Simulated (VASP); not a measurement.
Wanted: the native input for a VASP 6.6.1 run.

| Quantity | Value |
| --- | --- |
| Task | single point |
| Functional | PBE |
| Potentials or basis | VASP PAW PBE potentials, release 64 (B, N) |
| Cutoff | 520 eV |
| k mesh | 6 × 6 × 6 |
| Occupations | gaussian, width 0.05 eV |
| Spin | no spin polarisation |
| Dipole correction | no |
| Further INCAR settings | ALGO = Normal; EDIFF = 1e-07; NBANDS = 16 |

The structure of BN lies in POSCAR:

```
BN
1.0
    0.0000000000     -1.8123937734     -1.8123937734
   -1.8123937734      0.0000000000     -1.8123937734
    1.8123937734      1.8123937734     -3.6247875468
B N
2 2
Direct
   -0.0089102313      0.0094014173      0.0000000000
    0.5089102313      0.4905985827      0.5000000000
    0.3658815783      0.3846210845      0.8750000000
    0.8841184217      0.8653789155      0.3750000000
```

The cell is a database's computed one.

The cell isn't the ideal one: mode 4 frozen in at -0.017 Å and mode 5 at +0.017 Å (largest displacements).

One way to write it, as run:

INCAR

```
PREC = Accurate ; ENCUT = 520
EDIFF = 1E-7 ; ISMEAR = 0
SIGMA = 0.05 ; LREAL = F
LASPH = T ; NELM = 100
ALGO = Normal ; ISIF = 2
LWAVE = F ; LCHARG = F
GGA = PE ; NBANDS = 16
```

KPOINTS

```
Automatic mesh
0
Gamma
  6 6 6
```

Potentials or basis: VASP PAW PBE potentials, release 64 (B, N).

Run with:

```sh
$ cat potpaw_PBE.64/B/POTCAR potpaw_PBE.64/N/POTCAR > POTCAR
$ mpirun -np 1 vasp_std > vasp.out
```

It gave:

```
Pressure               : 0.2 GPa
Largest force          : 0.288 eV/Å
Band gap on the k mesh : 4.44 eV
```

Caveat: the k mesh is coarse (spacing up to 0.48 Å⁻¹), so the values aren't converged.

It took 27 s on 1 thread of Intel(R) Xeon(R) Platinum 8488C (Sapphire Rapids), on a shared host, peak memory 0.15 GiB.
